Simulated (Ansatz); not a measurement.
BaTiO3:

```
Ba Ti O
1.0
     2.82767   -4.89766    0.00000
     5.65534    0.00000    0.00000
     2.82767   -1.63255    4.63546
Ba Ti O
2 2 6
Direct
  0.91779 0.96775 0.97384
  0.57743 0.65456 0.34893
  0.85544 0.70465 0.78241
  0.22545 0.19420 0.34593
  0.10784 0.46592 0.94252
  0.52682 0.06235 0.36076
  0.62665 0.39895 0.01957
  0.86137 0.04878 0.56098
  0.50458 0.98890 0.05292
  0.81793 0.53523 0.54825
```

| Item | Value |
| --- | --- |
| Program | Ansatz 0.2.0 |
| Task | relaxation of cell and atoms |
| Functional | BLYP |
| Potentials or basis | Ansatz PAW |
| Cutoff | 420 eV (not typed: the program's choice for these potentials) |
| k mesh | 6 × 6 × 6 |
| Occupations | fermi-dirac, width 0.05 eV |
| Spin | no spin polarisation |

At the start: volume 12.84 Å³/atom.

Q: How do energy, volume and symmetry change on relaxing?

A: It ends after 14 steps and the volume is 14.04 Å³/atom (+9.3 %); space group R3m (No. 160, to 0.05 Å).

Step by step:
| step | energy change (eV) | largest force (eV/Å) | volume (Å³) |
| --- | --- | --- | --- |
| 1 | 0.0000 | 21.4055 | 128.39 |
| 2 | -12.0972 | 11.4766 | 136.65 |
| 3 | -19.5980 | 6.0794 | 142.86 |
| 4 | -23.3744 | 3.1169 | 144.48 |
| 5 | -25.3437 | 1.4401 | 141.69 |
| 6 | -26.2671 | 0.5469 | 137.62 |
| 7 | -26.4305 | 0.1176 | 138.15 |
| 8 | -26.4331 | 0.0170 | 139.01 |
| 9 | -26.4328 | 0.0126 | 139.24 |
| 10 | -26.4332 | 0.0018 | 139.19 |
| 11 | -26.4975 | 0.0026 | 139.19 |
| 12 | -26.4962 | 0.0045 | 140.22 |
| 13 | -26.4957 | 0.0006 | 140.37 |
| 14 | -26.5002 | 0.0005 | 140.37 |

Final structure:
```cif
data_structure
_symmetry_space_group_name_H-M 'P 1'
_symmetry_Int_Tables_number 1
_cell_length_a 5.8124
_cell_length_b 5.8540
_cell_length_c 5.8092
_cell_angle_alpha 60.347
_cell_angle_beta 59.950
_cell_angle_gamma 60.276
_cell_volume 140.37
loop_
_atom_site_label
_atom_site_type_symbol
_atom_site_fract_x
_atom_site_fract_y
_atom_site_fract_z
_atom_site_occupancy
Ba1 Ba 0.00837 0.98334 0.00021 1
Ba2 Ba 0.50837 0.48334 0.50021 1
Ti1 Ti 0.76593 0.71062 0.75793 1
Ti2 Ti 0.26593 0.21062 0.25793 1
O1 O 0.99042 0.52226 0.98184 1
O2 O 0.49042 0.02226 0.48184 1
O3 O 0.50507 0.52223 0.98203 1
O4 O 0.00507 0.02223 0.48203 1
O5 O 0.49085 0.02220 0.99604 1
O6 O 0.99085 0.52219 0.49604 1
```

Caveat: the plane-wave basis is chosen anew once the cell has moved, so the energies of steps on either side of that aren't comparable; the pressure holds a Pulay correction of +0.6 GPa for the finite cutoff; the PAW data sets come from PBE, with cores solved anew for the run's functional, which leaves a small shift of forces and pressure.
